Quantum ESPRESSO puts the gap of this MoTe2 crystal at 0.727 eV, while the all-electron LAPW calculation gives 0.783 eV. Crystal and functional are the same, so the obvious suspicion is a poor calculation across the board. Yet the two direct gaps agree within about 1 meV. Whatever differs between the two runs lowers one gap and spares the other.

Band gaps of bulk MoTe2 (P6_3/mmc, 6 atoms per cell) from DFT with the PBE functional, at one fixed geometry, without spin polarisation or spin-orbit coupling. Both gaps are taken on a 9x9x2 k mesh, with Fermi-Dirac smearing of 0.05 eV. The basis column gives the plane-wave cutoff or, for LAPW, the target basis error.

| program | potentials | basis | gap (eV) | direct gap (eV) |
| --- | --- | --- | --- | --- |
| Quantum ESPRESSO | SSSP 1.3 efficiency PBE | 816 eV | 0.727 | 1.04200 |
| ABACUS | PseudoDojo NC SR 0.4.1 PBE standard | 1129 eV | 0.767 | 1.04000 |
| GPAW | GPAW PAW data sets (gpaw data 1.2.1) | 600 eV | 0.773 | 1.02900 |
| Ansatz | Ansatz PAW | 420 eV | 0.783 | 1.04100 |
| Ansatz LAPW | all electron LAPW, scalar relativistic | 0.001 eV/atom basis error | 0.783 | 1.04200 |

The column "gap" is the distance from the highest filled to the lowest empty state, wherever in the band structure each of them lies. The "direct gap" is the smallest distance between a filled and an empty state at the same k point. In all five runs the highest filled state sits at the zone centre, Γ. The direct gap lies elsewhere, by common knowledge at the zone corner K, because at Γ itself the empty states are almost 3 eV above the filled ones. The two gaps therefore start from different filled states, and an error in only one of these states shows up in only one of the gaps.

The levels at Γ reveal which state has moved. A periodic crystal has no common zero of energy from one program to the next, so only distances between levels can be compared. In Quantum ESPRESSO the valence top lies 41 to 46 meV higher than in LAPW, whichever of the other Γ levels it is measured against. Those other levels keep their mutual distances to about 5 meV. Against its neighbours at Γ, one level has risen. The output doesn't place the levels at K relative to them; the equal direct gaps say only that the two edges there kept their distance.

This gives a simple estimate. Let $E_c$ be the lowest empty level and $E_\Gamma$ the valence top, both measured from the next filled level at Γ. The gap is $E_c-E_\Gamma$, so if $E_c$ stays where LAPW has it, the gap shrinks by exactly the rise of $E_\Gamma$. With a rise of 46 meV the expected gap is $0.783-0.046=0.737$ eV, which is 10 meV above the computed value. The rise thus covers about four fifths of the difference, or nearer three quarters if the empty levels at Γ serve as the reference.

Chemistry offers part of the reason why the two gaps can respond differently. The valence top at Γ is built from Mo d orbitals that point out of the layer and from Te p orbitals that point the same way, towards the Te atoms of the next layer. Its energy depends on how the potentials describe both atoms: the outer part of Te, and the position of the Mo d level against the Te p level. The band edges at K are mainly Mo d states, so a fault in the description of Te touches them less, and a shift common to the Mo d levels drops out of their difference. This assignment of orbitals is standard knowledge of this family of crystals and isn't read from the output. It also leaves a gap in the explanation. The next filled level at Γ has no degenerate partner either, so by symmetry it can hold only s orbitals and orbitals along the layer normal, yet it hardly moves against the degenerate pairs. Te character alone therefore doesn't explain why only the top level rises. Symmetry sorts such levels into two kinds: those even under the mirror plane of the layer can hold the Mo d orbital, those odd under it can't. If the next level is of the odd kind, the level that moves is the one with Mo d in it, which would point to Mo. The output doesn't give the symmetry of that level, and these runs don't test the coupling between the layers either.

ABACUS shows the same pattern in a weaker form. Its gap is 16 meV below that of LAPW, its direct gap only 2 meV below, and its valence top at Γ is 10 to 18 meV too high. The estimate holds here as well, although at this size the choice of reference level matters as much as the effect.

GPAW breaks the pattern. Its gap is 10 meV and its direct gap 13 meV lower than in LAPW, while the valence top at Γ stays within 7 meV of its place. The simplest reading is that the empty states as a group lie closer to the filled ones, and the levels at Γ support it: the empty pair is 7 meV closer to the valence top and 3.221 instead of 3.229 eV above the next level, while the filled levels keep their spacings to 4 meV. Why this happens the runs don't show. GPAW also helps with the first row: judged by its 52 electrons per cell it keeps the Te 4d electrons in the frozen core, as Quantum ESPRESSO does, yet it lacks the large rise. Freezing that shell is therefore not enough to explain the low gap. The output below lists the shifts for every row.

For practical work, a match in the direct gap is no certificate for the indirect one. Check separately any gap whose two edges differ in orbital character, and keep one set of potentials when following changes of a few tens of meV, for instance under strain. Agreement with LAPW is also not agreement with experiment. All five runs leave out spin-orbit coupling, which is expected from the literature to split the valence band at K by roughly 0.2 eV, several times the whole spread seen here. PBE makes gaps too small in general, and the k mesh, with points at one and two thirds of the line from Γ to K, may step over the conduction minimum expected about halfway along it, so that even the PBE gap could be somewhat lower than printed.

What remains open is which ingredient of the Quantum ESPRESSO run lifts the valence top. Both potentials are suspects, and no pair of rows changes one of them alone. The basis is a suspect too, since the cutoffs are usual working values and not converged limits. The two rows with a rise, Quantum ESPRESSO and ABACUS, both use a norm-conserving Mo potential but treat Te differently, and they also have the largest force on Te (0.299 and 0.251 eV/Å against 0.174 in LAPW). The test is short: repeat the run once with a higher cutoff, once with a different Te potential and once with a different Mo potential, each time leaving everything else as it is, and see which change brings the top level at Γ down while its neighbours stay.

Output of the analysis:

```
Gaps against LAPW:
               row  indirect gap less LAPW (meV)  direct gap less LAPW (meV)  direct less indirect gap (eV)
  Quantum ESPRESSO                           -56                           0                          0.315
            ABACUS                           -16                          -2                          0.273
              GPAW                           -10                         -13                          0.256
            Ansatz                             0                          -1                          0.258
       Ansatz LAPW                             0                           0                          0.259
Rise of the valence top at the zone centre against LAPW:
               row  against next level below (meV)  against the pair below (meV)  against the empty pair (meV)
  Quantum ESPRESSO                              46                            45                            41
            ABACUS                              10                            15                            18
              GPAW                              -1                            -4                             7
            Ansatz                              -2                             0                             2
       Ansatz LAPW                               0                             0                             0
Spacings without the valence top, and rival tracers:
               row  next level less lower pair (eV)  empty pair less next level (eV)  electrons per cell  force on Te (eV/A)
  Quantum ESPRESSO                            0.687                            3.234                  52               0.299
            ABACUS                            0.693                            3.221                  92               0.251
              GPAW                            0.685                            3.221                  52               0.103
            Ansatz                             0.69                            3.225                  92               0.175
       Ansatz LAPW                            0.688                            3.229                 156               0.174
Spread of the indirect gap, all rows (meV): 56
Spread of the indirect gap without Quantum ESPRESSO (meV): 16
Spread of the direct gap, all rows (meV): 13
Spread of the direct gap without GPAW (meV): 2
Quantum ESPRESSO, part of the missing gap covered by the rise against the next level (percent): 82.14
Quantum ESPRESSO, part covered by the rise against the empty pair (percent): 73.21
```
